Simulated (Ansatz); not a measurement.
All-electron LAPW in Ansatz 0.2.0 under PBE, scalar-relativistic, energies extrapolated to zero smearing. Slabs are 1×1 cells cut from bulk crystals relaxed on PAW files, with atoms then relaxed, 16 to 20 Å of vacuum, a dipole correction, k spacings of 0.16 to 0.26 Å⁻¹ and smearing of 0.02 to 0.1 eV, without spin–orbit coupling or spin polarisation. The bulk type named needn't be the stable one, and no reconstruction is allowed.

| slab | area (Å²) | γ (J/m²) | Φ (eV) | Δd12 (%) |
| --- | --- | --- | --- | --- |
| bcc Cs (110), 5 layers | 26.78 | 0.06 | 2.09 | 0.0 |
| bcc Cs (110), 1 layer | 26.78 | 0.06 | 2.12 | – |
| hcp Cs (10-10), 2 layers | 48.96 | 0.06 | 2.06 | ? |

(1) What belongs in the row "hcp Cs (10-10), 2 layers", column "Δd12 (%)"?

Results:

(1) -51.8.
